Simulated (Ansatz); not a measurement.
A run of Ansatz 0.2.0 is set up as follows.

input.yaml

```yaml
crystal:
  lattice:
    - [0.0, 2.3495, 2.3495]
    - [2.3495, 0.0, 2.3495]
    - [2.3495, 2.3495, 0.0]
  atoms:
    - { symbol: Cd, position: [0.0, 0.0, 0.0] }
    - { symbol: O, position: [0.5, 0.5, 0.5] }
kpoints:
  mp_grid: { grid: [10, 10, 10] }
  band_path:
    path:
      - [0.0, 0.0, 0.0]
      - [0.5, 0.0, 0.5]
      - [0.5, 0.25, 0.75]
      - [0.375, 0.375, 0.75]
      - [0.0, 0.0, 0.0]
      - [0.5, 0.5, 0.5]
      - [0.625, 0.25, 0.625]
      - [0.5, 0.25, 0.75]
    npoints: 6
scf:
  occupations: { method: fermi_dirac, width: 0.05 }
hamiltonian:
  xc: pbesol
  pseudopotentials: { kind: all_electron, datasets: crystal }
output:
  forces: true
  stress: true
  eigenvalues: true
```

Potentials or basis: all-electron PAW datasets made for the crystal.

Run with:

```sh
$ ansatz run input.yaml --threads 1 --pin off --max-ram 3072MiB --backend cpu --events-out ev --progress --plain --runs-dir out
```

Question: What does it give for the band gap along the path?

Answer: None (metal or under the smearing width).

Question: Estimate the pressure.

Answer: -0.8 GPa.

Levels at the corners of the path, in eV from the Fermi level:
```tsv
point	band 6	band 7	band 8	band 9	band 10	band 11	band 12	band 13
Γ	-6.52	-1.56	-1.56	-1.56	-0.68	14.14	16.72	16.72
X	-5.81	-4.57	-2.53	-2.53	3.63	8.24	10.91	13.02
W	-5.91	-3.20	-3.20	-2.07	5.77	8.62	8.62	10.46
K	-6.11	-3.60	-3.08	-1.45	5.18	8.32	8.33	12.62
Γ	-6.52	-1.56	-1.56	-1.56	-0.68	14.14	16.72	16.72
L	-6.26	-3.99	-0.16	-0.16	4.12	7.09	11.57	11.57
U	-6.11	-3.60	-3.08	-1.45	5.18	8.32	8.33	12.62
W	-5.91	-3.20	-3.20	-2.07	5.77	8.62	8.62	10.46
```
